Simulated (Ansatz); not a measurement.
Eu:

```
Eu
1.0
    -2.30300    2.30300    2.30300
     2.30300   -2.30300    2.30300
     2.30300    2.30300   -2.30300
Eu
1
Direct
  0.00000 0.00000 0.00000
```

Base run:

- Program: Ansatz 0.2.0
- Functional: PBEsol
- Potentials or basis: all-electron LAPW, scalar-relativistic
- Cutoff: 157 eV (chosen from the basis error)
- Basis error allowed: 0.001 eV/atom
- k mesh: 8 × 8 × 8
- Occupations: fermi-dirac, width 0.05 eV
- Spin: collinear spin, ferromagnetic start
- Starting moments: [7.0] μB
- Hubbard terms: Eu f U = 2 eV

Its results: band gap on the k mesh none (metal or under the smearing width); pressure -1.9 GPa; net moment 7.36 μB per cell; site moments Eu +7.21 μB.

The run is repeated on the same cell with these changes: hubbard terms from Eu f U = 2 eV to none. What comes out?

Band gap on the k mesh none (metal or under the smearing width); pressure -2.5 GPa; net moment 7.37 μB per cell; site moments Eu +7.19 μB.

Caveats: an open f shell can end in a state above the lowest; spin-orbit coupling is left out, which moves the levels of the heavy elements; the magnetic state may not be the lowest (some runs); U is the effective U less J, on atomic orbitals that reach past the spheres (some runs).
